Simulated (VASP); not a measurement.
# ZnCu2SnS4 (I-4) in VASP: single point with PBE

Aim: the single point of ZnCu2SnS4 with PBE.

All numbers are computed with VASP 6.6.1; they aren't measurements. Logs are shortened: lines on timing, memory, paths and dates and some standing lists are left out, and cuts for length are marked.

### Step 1. The structure

Symmetry: I-4, No. 82, tetragonal system. Conventional cell: a = 5.434 Å, b = 5.434 Å, c = 10.850 Å, α = 90.00°, β = 90.00°, γ = 90.00°. Zn (site symmetry -4) has 4 S at 2.33 Å as nearest neighbours. Around Cu (site symmetry -4) lie 4 S at 2.33 Å. Around Cu (site symmetry -4) lie 4 S at 2.33 Å. Sn (site symmetry -4) is surrounded by 4 S at 2.41 Å. Around S (site symmetry 1) lie 1 Zn at 2.33 Å and 2 Cu at 2.33 Å and 1 Sn at 2.41 Å.

### Step 2. Single point, PBE

The input, INCAR:

```
SYSTEM = ZnCu2SnS4
PREC = Accurate ; ENCUT = 520
EDIFF = 1E-6 ; ISMEAR = 0
SIGMA = 0.1 ; LREAL = .FALSE.
LASPH = .TRUE. ; NELM = 100
ALGO = Fast ; ISIF = 2
LWAVE = .FALSE. ; LCHARG = .FALSE.
GGA = PE ; NBANDS = 46
```

The input, KPOINTS:

```
Automatic mesh
0
G
  6 6 6
  0 0 0
```

The input, POSCAR:

```
ZnCu2SnS4
1.0
   -2.7171000000      2.7171000000      5.4248000000
    2.7171000000     -2.7171000000      5.4248000000
    2.7171000000      2.7171000000     -5.4248000000
Zn Cu Sn S
1 2 1 4
Direct
    0.2500000000      0.7500000000      0.5000000000
    0.0000000000      0.0000000000      0.0000000000
    0.7500000000      0.2500000000      0.5000000000
    0.5000000000      0.5000000000      0.0000000000
    0.3716100000      0.8844100000      0.9996000000
    0.1155900000      0.1151900000      0.4872000000
    0.8848100000      0.3720100000      0.0004000000
    0.6279900000      0.6283900000      0.5128000000
```

Potentials or basis: VASP PAW PBE potentials, release 64 (Zn, Cu, Sn_d, S).

Command:

```console
cat potpaw_PBE.64/Zn/POTCAR potpaw_PBE.64/Cu/POTCAR potpaw_PBE.64/Sn_d/POTCAR potpaw_PBE.64/S/POTCAR > POTCAR
mpirun -np 1 vasp_std > vasp.out
```

OUTCAR:

```text
SYSTEM = ZnCu2SnS4
   PREC = Accurate
   ENCUT = 520
   EDIFF = 1E-6
   ISMEAR = 0
   LREAL = .FALSE.
   LASPH = .TRUE.
   NELM = 100
   ISIF = 2
   GGA = PE

 ion  position               nearest neighbor table
   1  0.250  0.750  0.500-   8 2.33   7 2.33   6 2.33   5 2.33
   2  0.000  0.000  0.000-   5 2.33   8 2.33   7 2.33   6 2.33
   3  0.750  0.250  0.500-   7 2.33   6 2.33   5 2.33   8 2.33
   4  0.500  0.500  0.000-   8 2.41   7 2.41   6 2.41   5 2.41
   5  0.372  0.884  1.000-   1 2.33   2 2.33   3 2.33   4 2.41
   6  0.116  0.115  0.487-   1 2.33   2 2.33   3 2.33   4 2.41
   7  0.885  0.372  0.000-   1 2.33   2 2.33   3 2.33   4 2.41
   8  0.628  0.628  0.513-   1 2.33   2 2.33   3 2.33   4 2.41

  LATTYP: Found a body centered tetragonal cell.
 ALAT       =     5.4342000000
 C/A-ratio  =     1.9965404291

  Lattice vectors:

 A1 = (  -2.7171000000,   2.7171000000,   5.4248000000)
 A2 = (   2.7171000000,  -2.7171000000,   5.4248000000)
 A3 = (   2.7171000000,   2.7171000000,  -5.4248000000)

Analysis of symmetry for initial positions (statically):
=====================================================================
 Subroutine PRICEL returns:
 Original cell was already a primitive cell.

 Routine SETGRP: Setting up the symmetry group for a
 body centered tetragonal supercell.

 Subroutine GETGRP returns: Found  4 space group operations
 (whereof  4 operations were pure point group operations)
 out of a pool of 16 trial point group operations.

The static configuration has the point symmetry S_4 .

Analysis of symmetry for dynamics (positions and initial velocities):
=====================================================================
 Subroutine PRICEL returns:
 Original cell was already a primitive cell.

 Routine SETGRP: Setting up the symmetry group for a
 body centered tetragonal supercell.

 Subroutine GETGRP returns: Found  4 space group operations
 (whereof  4 operations were pure point group operations)
 out of a pool of 16 trial point group operations.

The dynamic configuration has the point symmetry S_4 .

 Subroutine INISYM returns: Found  4 space group operations
 (whereof  4 operations are pure point group operations),
 and found     1 'primitive' translations

----------------------------------------------------------------------------------------

                                     Primitive cell

  volume of cell :     160.1972

  direct lattice vectors                    reciprocal lattice vectors
    -2.717100000  2.717100000  5.424800000     0.000000000  0.184019727  0.092169297
     2.717100000 -2.717100000  5.424800000     0.184019727  0.000000000  0.092169297
     2.717100000  2.717100000 -5.424800000     0.184019727  0.184019727  0.000000000

  length of vectors
     6.647835728  6.647835728  6.647835728     0.205811659  0.205811659  0.260243194

  position of ions in fractional coordinates (direct lattice)
     0.250000000  0.750000000  0.500000000
     0.000000000  0.000000000  0.000000000
     0.750000000  0.250000000  0.500000000
     0.500000000  0.500000000  0.000000000
     0.371610000  0.884410000  0.999600000
     0.115590000  0.115190000  0.487200000
     0.884810000  0.372010000  0.000400000
     0.627990000  0.628390000  0.512800000

  ion indices of the primitive-cell ions
   primitive index   ion index
                 1           1
                 2           2
                 3           3
                 4           4
                 5           5
                 6           6
                 7           7
                 8           8

----------------------------------------------------------------------------------------

 KPOINTS: Automatic mesh

Automatic generation of k-mesh.
 Grid dimensions read from file:
 generate k-points for:    6    6    6

 Generating k-lattice:

  Cartesian coordinates                     Fractional coordinates (reciprocal lattice)
     0.000000000  0.030669954  0.015361549     0.166666667  0.000000000  0.000000000
     0.030669954  0.000000000  0.015361549     0.000000000  0.166666667  0.000000000
     0.030669954  0.030669954  0.000000000     0.000000000  0.000000000  0.166666667

  Length of vectors
     0.034301943  0.034301943  0.043373866

  Shift w.r.t. Gamma in fractional coordinates (k-lattice)
     0.000000000  0.000000000  0.000000000

 Subroutine IBZKPT returns following result:
 ===========================================

 Found     36 irreducible k-points:

 Following reciprocal coordinates:
            Coordinates               Weight
  0.000000  0.000000  0.000000      1.000000
  0.166667  0.000000  0.000000      8.000000
  0.333333 -0.000000  0.000000      8.000000
  0.500000 -0.000000  0.000000      4.000000
  0.166667  0.166667  0.000000      8.000000
  0.333333  0.166667  0.000000      8.000000
[... 16 lines left out ...]
  0.333333 -0.333333  0.166667      4.000000
 -0.166667  0.333333  0.166667      8.000000
 [... further k-points ...]
   k-points           NKPTS =     36   k-points in BZ     NKDIM =     36   number of bands    NBANDS=     46
   number of dos      NEDOS =    301   number of ions     NIONS =      8
   total plane-waves  NPLWV = 125000
   dimension x,y,z NGX =    50 NGY =   50 NGZ =   50
   dimension x,y,z NGXF=   100 NGYF=  100 NGZF=  100
   ions per type =               1   2   1   4
   NGX,Y,Z   is equivalent  to a cutoff of  12.50, 12.50, 12.50 a.u.
   NGXF,Y,Z  is equivalent  to a cutoff of  25.01, 25.01, 25.01 a.u.
 SYSTEM =  ZnCu2SnS4
   PREC   = accura    normal or accurate (medium, high low for compatibility)
   ISTART =      0    job   : 0-new  1-cont  2-samecut
   ICHARG =      2    charge: 1-file 2-atom 10-const
   ISPIN  =      1    spin polarized calculation?
   LNONCOLLINEAR =      F non collinear calculations
   LSORBIT =      F    spin-orbit coupling
   LASPH  =      T    aspherical Exc in radial PAW
   ENCUT  =  520.0 eV  38.22 Ry    6.18 a.u.  12.36 12.36 12.36*2*pi/ulx,y,z
   NELM   =    100;   NELMIN=  2; NELMDL= -5     # of ELM steps
   EDIFF  = 0.1E-05   stopping-criterion for ELM
   LREAL  =      F    real-space projection
   EDIFFG = 0.1E-04   stopping-criterion for IOM
   NSW    =      0    number of steps for IOM
   IBRION =     -1    ionic relax: 0-MD 1-quasi-New 2-CG
   NFREE  =      0    steps in history (QN), initial steepest desc. (CG)
   ISIF   =      2    stress and relaxation
   ISYM   =      2    0-nonsym 1-usesym 2-fastsym
   POTIM  = 0.5000    time-step for ionic-motion
   TEBEG  =    0.0;   TEEND  =   0.0 temperature during run
   PSTRESS=    0.0 pullay stress
   NELECT =      72.0000    total number of electrons
   NUPDOWN=      -1.0000    fix difference up-down
   EMIN   =  10.00;   EMAX   =-10.00  energy-range for DOS
   EFERMI =   0.00;   METHOD = LEGACY
   ISMEAR =     0;   SIGMA  =   0.10  broadening in eV -4-tet -1-fermi 0-gaus
   EFERMI_NEDOS =   21; number of points for ismear=-14 and -15
   IALGO  =     68    algorithm
   IMIX   =      4    mixing-type and parameters
     AMIX     =   0.40;   BMIX     =  1.00
     AMIX_MAG =   1.60;   BMIX_MAG =  1.00
  volume/ion in A,a.u.               =      20.02       135.13
  Fermi-wavevector in a.u.,A,eV,Ry     =   1.254009  2.369734 21.395688  1.572539
  Thomas-Fermi vector in A             =   2.387835
   LORBIT       =      0    0 simple, 1 ext, 2 COOP (PROOUT), +10 PAW based schemes
   GGA     = PE    functional components
   LHFCALC =     F    Hartree Fock is set to
   AEXX    =    0.0000 exact exchange contribution
   IVDW    =     0    specifies the selected vdW correction
   LEPSILON=     F    determine dielectric tensor
   LRPA    =     F    only Hartree local field effects (RPA)
 non-spin polarized calculation
 RMM-DIIS sequential band-by-band and
 Gauss-broadening in eV      SIGMA  =   0.10
  energy-cutoff  :      520.00
  volume of cell :      160.20
 maximum number of plane-waves:      4333
 NGX is ok and might be reduce to    50
   NGX = 25   NGY = 25   NGZ = 25

 number of electron      72.0000010 magnetization

 Free energy of the ion-electron system (eV)
  ---------------------------------------------------
  ext. energy  EPLUGINS =         0.00000000
  ---------------------------------------------------
  free energy    TOTEN  =       -32.51665508 eV

  energy without entropy =      -32.51661136  energy(sigma->0) =      -32.51663322

 E-fermi :   5.0285     XC(G=0):  -9.7838

 val. band max:        4.8671427609   @ k =   0.0000   0.0000   0.0000
 cond. band min:       5.1869377877   @ k =   0.0000   0.0000   0.0000
 fundamental gap:      0.3197950268
 Fermi energy:         5.0284657338

 k-point     1 :       0.0000    0.0000    0.0000
  band No.  band energies     occupation
      1     -17.4247      2.00000
      2     -17.4204      2.00000
      3     -17.4204      2.00000
      4     -17.3323      2.00000
      5     -17.3243      2.00000
      6      -9.6974      2.00000
[... 38 lines left out ...]
     45      10.0965      0.00000
     46      10.4578      0.00000

 k-point     2 :       0.1667    0.0000    0.0000
  band No.  band energies     occupation
      1     -17.4248      2.00000
      2     -17.4205      2.00000
      3     -17.4204      2.00000
      4     -17.3321      2.00000
      5     -17.3243      2.00000
      6      -9.6065      2.00000
[... 38 lines left out ...]
     45      10.2489      0.00000
     46      10.4791      0.00000

 k-point     3 :       0.3333   -0.0000    0.0000
  band No.  band energies     occupation
      1     -17.4250      2.00000
      2     -17.4207      2.00000
      3     -17.4204      2.00000
      4     -17.3318      2.00000
      5     -17.3241      2.00000
      6      -9.3628      2.00000
[... 1018 lines left out ...]
     45      10.7655      0.00000
     46      11.0028      0.00000

 k-point    24 :      -0.1667    0.3333    0.1667
  band No.  band energies     occupation
      1     -17.4251      2.00000
      2     -17.4209      2.00000
      3     -17.4203      2.00000
      4     -17.3317      2.00000
      5     -17.3241      2.00000
      6      -9.1605      2.00000
[... 38 lines left out ...]
     45      10.6955      0.00000
     46      11.2402      0.00000

 [... further k-points ...]

------------------------ aborting loop because EDIFF is reached ----------------------------------------

  FORCE on cell =-STRESS in cart. coord.  units (eV):
  Direction    XX          YY          ZZ          XY          YZ          ZX
  --------------------------------------------------------------------------------------
  -------------------------------------------------------------------------------------
  Total        2.1420044      2.1420044      2.0358858      0.0000001      0.0000000      0.0000000
  in kB       21.4227876     21.4227876     20.3614654      0.0000012      0.0000000      0.0000000
  external PRESSURE =      21.0690135 kB  Pullay stress =       0.0000000 kB

 VOLUME and BASIS-vectors are now :
 -----------------------------------------------------------------------------
  energy-cutoff  :      520.00
  volume of cell :      160.20
      direct lattice vectors                 reciprocal lattice vectors
    -2.717100000  2.717100000  5.424800000     0.000000000  0.184019727  0.092169297
     2.717100000 -2.717100000  5.424800000     0.184019727  0.000000000  0.092169297
     2.717100000  2.717100000 -5.424800000     0.184019727  0.184019727  0.000000000

 POSITION                                       TOTAL-FORCE (eV/Angst)
 -----------------------------------------------------------------------------------
      2.71710      0.00000      2.71240         0.000000     -0.000000      0.000000
      0.00000      0.00000      0.00000         0.000000      0.000000     -0.000000
      0.00000      2.71710      2.71240         0.000000      0.000000      0.000000
      0.00000      0.00000      5.42480         0.000000      0.000000     -0.000000
      4.10934      1.32268      1.39103         0.530570     -0.139825      0.183512
      1.32268      1.32486     -1.39103        -0.139825     -0.530570     -0.183512
     -1.39224      1.39442      6.81583        -0.530570      0.139825      0.183512
      1.39442      1.39224      4.03377         0.139825      0.530570     -0.183512
 -----------------------------------------------------------------------------------
    total drift:                                0.000011      0.000011      0.000014

  FREE ENERGIE OF THE ION-ELECTRON SYSTEM (eV)
  ---------------------------------------------------
  free  energy   TOTEN  =       -32.5166550786 eV

  energy  without entropy=      -32.5166113610  energy(sigma->0) =      -32.51663322
```

It took 4.7 min on 1 thread of Intel Xeon 6975P-C (Granite Rapids), shared host; peak memory 0.52 GiB.

What came out:

| Quantity | Value |
| --- | --- |
| Free energy | -32.5167 eV |
| Pressure | 2.1 GPa |
| Largest force | 0.579 eV/Å |
| Band gap on the k mesh | 0.32 eV, direct |

Forces in eV/Å, atoms in the order of the input:
```
Zn   0.000  0.000  0.000
Cu   0.000  0.000  0.000
Cu   0.000  0.000  0.000
Sn   0.000  0.000  0.000
S    0.531 -0.140  0.184
S   -0.140 -0.531 -0.184
S   -0.531  0.140  0.184
S    0.140  0.531 -0.184
```

Stress tensor (GPa, compression positive):
```
2.14 0.00 0.00
0.00 2.14 0.00
0.00 0.00 2.04
```

Caveat: spin-orbit coupling is left out, which moves the levels of the heavy elements.
